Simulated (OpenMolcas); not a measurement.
**CH4N2O (urea): levels of theory compared**

We compute a comparison of 6 runs (B3LYP/def2-SVPD, BHLYP/def2-SVPD, BLYP/def2-SVPD, PBE/def2-SVPD, SVWN5/def2-SVPD, revPBE/def2-SVPD) of CH4N2O (urea). 

The calculation is run with OpenMolcas 26.06.

## Step 1: The system as given

CH4N2O has 8 atoms, charge 0, and is taken as a singlet. SMILES: `NC(N)=O`. Geometry: relaxed at PBE0-D4/def2-TZVP. This is one conformer, not always the lowest.

Bond lengths: N1–C2 1.376 Å, C2–N3 1.376 Å, C2–O4 1.211 Å, N1–H5 1.006 Å, N1–H6 1.006 Å, N3–H7 1.006 Å, N3–H8 1.006 Å. Angles: N1–C2–N3 114.1°, N1–C2–O4 122.9°, N3–C2–O4 122.9°, C2–N1–H5 113.4°, C2–N1–H6 118.4°, C2–N3–H7 113.4°, C2–N3–H8 118.4°, H5–N1–H6 115.2°, H7–N3–H8 115.2°.

## Step 2: Energy and forces at B3LYP/def2-SVPD (run 1)

Input file job.input:

```
&gateway
 baslib=$CurrDir
 coord
 8
 angstrom
 N       -0.091180       1.153200      -0.236100
 C       -0.242410      -0.206120      -0.390990
 N        0.326430      -0.953280       0.615330
 O       -0.825140      -0.701360      -1.330440
 H       -0.670530       1.692970      -0.856600
 H       -0.003880       1.521090       0.696140
 H        0.387130      -1.933960       0.399490
 H        1.119580      -0.572540       1.103170
 basis=def2-SVPD
 group=NoSym

&seward
 gridinput
 Grid=UltraFine
 End of Grid

&scf
 ksdft=B3LYP
 thresholds=1e-10 1e-07 1e-07 1e-05
 prorbitals=1 2

&alaska
```

The basis set def2-SVPD is read from a file made from the Basis Set Exchange's data (not shown).

On the command line:

```bash
$ export MOLCAS_MEM=1860
$ pymolcas job.input > job.log
```

Output:

```text
--- Start Module: gateway ---
[...]
--- Stop Module: gateway /rc=_RC_ALL_IS_WELL_ ---
[...]
      Basis functions          115
[...]
--- Start Module: scf ---
[...]
       Convergence after  15 Iterations
[...]
::    Total KS-DFT energy                            -225.1305545258
[...]
      Total spin, S                                     0.0000000000
[...]
      Total electronic charge=   32.000000
      Total            charge=   -0.000000
[...]
      Dipole Moment (debye):
      Origin of the operator (angstrom)=   -0.1995   -0.1696   -0.3216
                   X=  1.8671E+00               Y=  1.5868E+00               Z=  3.0108E+00           Total=  3.8818E+00
      Quadrupole Moment (debye*angstrom):
[...]
--- Stop Module: scf /rc=_RC_ALL_IS_WELL_ ---
[...]
--- Start Module: alaska ---
[...]
 *              Molecular gradients               *
 **************************************************
  Irreducible representation: a
 ------------------------------------------------------------------------------------------
                              X                       Y                       Z
 ------------------------------------------------------------------------------------------
  N1               -4.86520265798124E-04   -2.25112808003303E-03    6.70116621044881E-04
  C2               -2.65883943446887E-03   -2.30008871094056E-03   -4.33687431667273E-03
  N3               -1.43324881656248E-04    1.72906260830175E-03   -1.66107768601531E-03
  O4                6.54226919122891E-03    5.57175652920350E-03    1.05710144968292E-02
  H5                2.04824934535641E-03   -4.03245504611771E-03    3.21469391986051E-03
  H6               -1.11801710120063E-03   -2.91552195154354E-03   -4.48613805419651E-03
  H7               -2.89723971627298E-04    5.53398160277041E-03   -3.78398871014540E-04
  H8               -3.89409288172038E-03   -1.33560695171431E-03   -3.59333610989010E-03
[...]
--- Stop Module: alaska /rc=_RC_ALL_IS_WELL_ ---
[...]
```

Run time: 62 s. Hardware: 1 thread of Arm Neoverse V1, shared host; peak memory 0.7 GiB.

## Step 3: Energy and gradient at BHLYP/def2-SVPD (run 2)

Input file run.input:

```
>>> EXPORT MOLCAS_PRINT=2

&GATEWAY
 BASLIB = $CurrDir
 COORD
 8
 angstrom
 N       -0.091180       1.153200      -0.236100
 C       -0.242410      -0.206120      -0.390990
 N        0.326430      -0.953280       0.615330
 O       -0.825140      -0.701360      -1.330440
 H       -0.670530       1.692970      -0.856600
 H       -0.003880       1.521090       0.696140
 H        0.387130      -1.933960       0.399490
 H        1.119580      -0.572540       1.103170
 BASIS = def2-SVPD
 GROUP = NoSym

&SEWARD
 GRIDINPUT
 Grid=UltraFine
 End of Grid

&SCF
 KSDFT = HYB_GGA_XC_BHANDHLYP
 THRESHOLDS = 1e-10 1e-07 1e-07 1e-05
 PRORBITALS = 0

&ALASKA
```

The basis set def2-SVPD is read from a file made from the Basis Set Exchange's data (not shown).

On the command line:

```bash
$ export MOLCAS_MEM=1860
$ pymolcas run.input > run.log
```

Output:

```text
--- Start Module: gateway ---
[...]
--- Stop Module: gateway /rc=_RC_ALL_IS_WELL_ ---
[...]
      Basis functions          115
[...]
--- Start Module: scf ---
[...]
       Convergence after  14 Iterations
[...]
::    Total KS-DFT energy                            -224.9983933147
[...]
      Total spin, S                                     0.0000000000
[...]
      Total electronic charge=   32.000000
      Total            charge=   -0.000000
[...]
      Dipole Moment (debye):
      Origin of the operator (angstrom)=   -0.1995   -0.1696   -0.3216
                   X=  1.9218E+00               Y=  1.6333E+00               Z=  3.0990E+00           Total=  3.9956E+00
      Quadrupole Moment (debye*angstrom):
[...]
--- Stop Module: scf /rc=_RC_ALL_IS_WELL_ ---
[...]
--- Start Module: alaska ---
[...]
 *              Molecular gradients               *
 **************************************************
  Irreducible representation: a
 ------------------------------------------------------------------------------------------
                              X                       Y                       Z
 ------------------------------------------------------------------------------------------
  N1                4.54291448092703E-03    2.18333225994094E-03    2.55536225602815E-04
  C2                2.24997610733713E-03    1.86903381558245E-03    3.57060155736200E-03
  N3               -1.41171326349099E-03    4.90840537002768E-04    4.81855296717715E-03
  O4               -5.78421282901687E-03   -4.90379691488663E-03   -9.30029027305501E-03
  H5               -2.35436530484701E-03    5.47177336007287E-04   -1.56847462983079E-03
  H6               -2.99043916191621E-04    9.62783901218511E-04    2.96313591078690E-03
  H7                3.08803915561984E-04   -2.27954951895804E-03   -1.72946358840742E-03
  H8                2.74764080967538E-03    1.13017858383291E-03    9.90401830399890E-04
[...]
--- Stop Module: alaska /rc=_RC_ALL_IS_WELL_ ---
[...]
```

It took 57 s on 1 thread of Arm Neoverse V1, shared host; peak memory 0.7 GiB.

Run 3 isn't shown in full; the table further down has it.

## Step 4: Energy and gradient at PBE/def2-SVPD (run 4)

Input file job.input:

```
* CH4N2O Kohn-Sham DFT

&GATEWAY
 BasLib=$CurrDir
 BasisSet
 N.def2-SVPD....
 N1 -0.091180 1.153200 -0.236100 angstrom
 N3 0.326430 -0.953280 0.615330 angstrom
 End of Basis
 BasisSet
 C.def2-SVPD....
 C2 -0.242410 -0.206120 -0.390990 angstrom
 End of Basis
 BasisSet
 O.def2-SVPD....
 O4 -0.825140 -0.701360 -1.330440 angstrom
 End of Basis
 BasisSet
 H.def2-SVPD....
 H5 -0.670530 1.692970 -0.856600 angstrom
 H6 -0.003880 1.521090 0.696140 angstrom
 H7 0.387130 -1.933960 0.399490 angstrom
 H8 1.119580 -0.572540 1.103170 angstrom
 End of Basis

&SEWARD
 GridInput
 Grid=UltraFine
 End of Grid

&SCF
 KSDFT=PBE
 Thresholds=1e-10 1e-07 1e-07 1e-05
 PrOrbitals=1 2

&ALASKA
```

The basis set def2-SVPD is read from a file made from the Basis Set Exchange's data (not shown).

On the command line:

```bash
$ export MOLCAS_MEM=1860
$ pymolcas job.input > job.log
```

Output:

```text
--- Start Module: gateway ---
[...]
--- Stop Module: gateway /rc=_RC_ALL_IS_WELL_ ---
[...]
      Basis functions          115
[...]
--- Start Module: scf ---
[...]
       Convergence after  15 Iterations
[...]
::    Total KS-DFT energy                            -224.8778112139
[...]
      Total spin, S                                     0.0000000000
[...]
      Total electronic charge=   32.000000
      Total            charge=   -0.000000
[...]
      Dipole Moment (debye):
      Origin of the operator (angstrom)=   -0.1995   -0.1696   -0.3216
                   X=  1.8205E+00               Y=  1.5473E+00               Z=  2.9357E+00           Total=  3.7851E+00
      Quadrupole Moment (debye*angstrom):
[...]
--- Stop Module: scf /rc=_RC_ALL_IS_WELL_ ---
[...]
--- Start Module: alaska ---
[...]
 *              Molecular gradients               *
 **************************************************
  Irreducible representation: a
 ------------------------------------------------------------------------------------------
                              X                       Y                       Z
 ------------------------------------------------------------------------------------------
  N1               -4.74884645943185E-03   -2.28947831942605E-03    1.33164383639617E-03
  N3                2.62569309922167E-03    4.99112909587041E-04   -4.73054372919091E-03
  C2               -6.81170129967179E-03   -5.82798859371647E-03   -1.10279551811900E-02
  O4                1.46441862039364E-02    1.24569028168313E-02    2.36318918273675E-02
  H5                5.64007344798512E-03   -7.03525727966348E-03    6.85072985135937E-03
  H6               -1.62512194036890E-03   -5.60181203904264E-03   -1.03284409096913E-02
  H7               -6.88217941308022E-04    1.12513955799942E-02    1.13479652271353E-03
  H8               -9.03606511035315E-03   -3.45287507463676E-03   -6.86212221780158E-03
[...]
--- Stop Module: alaska /rc=_RC_ALL_IS_WELL_ ---
[...]
```

It took 59 s on 1 thread of Arm Neoverse V1, shared host; peak memory 0.7 GiB.

Run 5 isn't shown in full; the table further down has it.

## Step 5: Energy and forces at revPBE/def2-SVPD (run 6)

Input file mol.inp:

```
* CH4N2O Kohn-Sham DFT

&GATEWAY
 BASLIB=$CurrDir
 COORD
 8
 angstrom
 N       -0.091180       1.153200      -0.236100
 C       -0.242410      -0.206120      -0.390990
 N        0.326430      -0.953280       0.615330
 O       -0.825140      -0.701360      -1.330440
 H       -0.670530       1.692970      -0.856600
 H       -0.003880       1.521090       0.696140
 H        0.387130      -1.933960       0.399490
 H        1.119580      -0.572540       1.103170
 BASIS=def2-SVPD
 GROUP=NoSym

&SEWARD
 GRIDINPUT
 Grid=UltraFine
 End of Grid

&SCF
 KSDFT=revPBE
 THRESHOLDS=1e-10 1e-07 1e-07 1e-05
 PRORBITALS=1 1

&ALASKA
```

The basis set def2-SVPD is read from a file made from the Basis Set Exchange's data (not shown).

On the command line:

```bash
$ export MOLCAS_MEM=1860
$ pymolcas mol.inp > mol.log
```

Output:

```text
--- Start Module: gateway ---
[...]
--- Stop Module: gateway /rc=_RC_ALL_IS_WELL_ ---
[...]
      Basis functions          115
[...]
--- Start Module: scf ---
[...]
       Convergence after  15 Iterations
[...]
::    Total KS-DFT energy                            -225.0665806338
[...]
      Total spin, S                                     0.0000000000
[...]
      Total electronic charge=   32.000000
      Total            charge=   -0.000000
[...]
      Dipole Moment (debye):
      Origin of the operator (angstrom)=   -0.1995   -0.1696   -0.3216
                   X=  1.8126E+00               Y=  1.5405E+00               Z=  2.9229E+00           Total=  3.7686E+00
      Quadrupole Moment (debye*angstrom):
[...]
--- Stop Module: scf /rc=_RC_ALL_IS_WELL_ ---
[...]
--- Start Module: alaska ---
[...]
 *              Molecular gradients               *
 **************************************************
  Irreducible representation: a
 ------------------------------------------------------------------------------------------
                              X                       Y                       Z
 ------------------------------------------------------------------------------------------
  N1               -5.46447062873273E-03   -6.85617001649241E-03    1.22659056236840E-03
  C2               -6.96394076115170E-03   -5.95717213885560E-03   -1.12725057302243E-02
  N3                1.13578186667684E-03    3.19106834532601E-03   -8.18196945612204E-03
  O4                1.73188261844164E-02    1.47301051767599E-02    2.79439417576128E-02
  H5                5.66265776823505E-03   -7.29192794297262E-03    6.46699087508962E-03
  H6               -1.39217457761931E-03   -5.92148552206506E-03   -1.02240384100591E-02
  H7               -1.08758888126648E-03    1.11877214544256E-02    9.10949251581195E-04
  H8               -9.20909097057132E-03   -3.08213935625701E-03   -6.86995885036445E-03
[...]
--- Stop Module: alaska /rc=_RC_ALL_IS_WELL_ ---
[...]
```

Wall time 60 s (1 thread of Arm Neoverse V1, shared host); peak memory 0.7 GiB.

## Step 6: All runs side by side

| run | level | energy (Eh) | dipole moment (D) | HOMO energy (eV) | LUMO energy (eV) | wall time |
| --- | --- | --- | --- | --- | --- | --- |
| 1 | B3LYP/def2-SVPD | -225.130555 | 3.88 | -7.37 | 0.06 | 62 s |
| 2 | BHLYP/def2-SVPD | -224.998393 | 4.00 | -9.19 | 0.90 | 57 s |
| 3 | BLYP/def2-SVPD | -225.068702 | 3.79 | -5.89 | -0.40 | 59 s |
| 4 | PBE/def2-SVPD | -224.877811 | 3.79 | -5.96 | -0.33 | 59 s |
| 5 | SVWN5/def2-SVPD | -223.356183 | 3.86 | -6.15 | -0.38 | 48 s |
| 6 | revPBE/def2-SVPD | -225.066581 | 3.77 | -5.90 | -0.33 | 60 s |

## Step 7: Summary of results

```
                       quantity          value
            run 6: total energy  -225.06658 Eh
           run 6: dipole moment         3.77 D
             run 6: HOMO energy       -5.90 eV
             run 6: LUMO energy       -0.33 eV
           run 6: HOMO–LUMO gap        5.57 eV
run 6: largest force on an atom     1.852 eV/Å
```

In words: The dipole moment (its size) runs from 3.77 D (revPBE/def2-SVPD) to 4.00 D (BHLYP/def2-SVPD). The HOMO–LUMO gap runs from 5.49 eV (BLYP/def2-SVPD) to 10.09 eV (BHLYP/def2-SVPD). Totals of different functionals can't be ranked against each other. All runs together took 5.8 min, the longest 62 s.
